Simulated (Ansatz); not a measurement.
Hf, bcc: how the functional moves the structure

All rows: Ansatz, plane waves with scalar-relativistic PAW, 420 eV (500 eV for the SCAN forms), relaxed under each functional, no dispersion correction, no zero-point motion. B₀ comes from uniform scaling at fixed shape; a dash is a value not given.

```tsv
functional	V (Å³/atom)	cell	B₀ (GPa)	magnetic state	ΔE to hcp (meV/atom)
PBE	22.33	a = 3.548 Å	100	spin not included	179
r²SCAN	22.22	a = 3.542 Å	101	spin not included	208
PBEsol	21.29	a = 3.492 Å	106	spin not included	166
LDA	20.44	a = 3.445 Å	113	spin not included	145
revPBE	22.83	a = 3.574 Å	96	spin not included	186
RPBE	23.02	a = 3.584 Å	95	spin not included	188
BLYP	22.90	a = 3.578 Å	96	spin not included	174
```

LDA gives the smallest volume and RPBE the largest.
